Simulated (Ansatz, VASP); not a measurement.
## LiF: VASP beside Ansatz

The input INCAR:

```
ALGO = Normal
EDIFF = 1E-7
ENCUT = 520
GGA = RP
ISIF = 2
ISMEAR = 0
IVDW = 13
LASPH = T
LCHARG = F
LREAL = F
LWAVE = F
NBANDS = 12
NELM = 80
PREC = Accurate
SIGMA = 0.05
```

File KPOINTS:

```
k-points
0
Gamma
  10 10 10
```

File POSCAR:

```
LiF
1.0
    0.0000000000      2.0339235331      2.0339235331
    2.0339235331      0.0000000000      2.0339235331
    2.0339235331      2.0339235331      0.0000000000
Li F
1 1
Direct
    0.0000000000      0.0000000000      0.0000000000
    0.5000000000      0.5000000000      0.5000000000
```

Input for Ansatz:

```yaml
crystal:
  lattice:
    - [0.0, 2.0339235331, 2.0339235331]
    - [2.0339235331, 0.0, 2.0339235331]
    - [2.0339235331, 2.0339235331, 0.0]
  atoms:
    - { symbol: Li, position: [0.0, 0.0, 0.0] }
    - { symbol: F, position: [0.5, 0.5, 0.5] }
basis:
  ecutwfc: 420
  ecutrho_ratio: 4
kpoints:
  mp_grid: { grid: [10, 10, 10] }
hamiltonian:
  xc: rpbe
  dispersion: d4
scf:
  occupations: { method: gaussian, width: 0.05 }
output:
  forces: true
  stress: true
  eigenvalues: true
```

Alike in both runs: task single point; functional RPBE; dispersion D4; k mesh 10 × 10 × 10; occupations gaussian, width 0.05 eV; no spin polarisation.

|  | VASP | Ansatz |
| --- | --- | --- |
| version | VASP 6.6.1 | Ansatz 0.2.0 |
| potentials or method | VASP PAW PBE potentials, release 64 (Li_sv, F) | scalar-relativistic, plane waves, PAW |
| plane-wave cutoff (eV) | 520 | 420 |
| valence electrons in the cell | 10 | 10 |

Ansatz gave:

- gap on the k mesh at the Fermi level (eV): 9.09
- least direct gap on the mesh (eV): 9.09
- dispersion energy (meV/atom): -137.1

Question: Estimate VASP's values.

Answer: gap on the k mesh at the Fermi level (eV): 9.10; least direct gap on the mesh (eV): 9.10; dispersion energy (meV/atom): -137.1.

 Expect the measured gap to be larger: semilocal functionals such as RPBE lack the derivative discontinuity. A k mesh can miss the band edges.
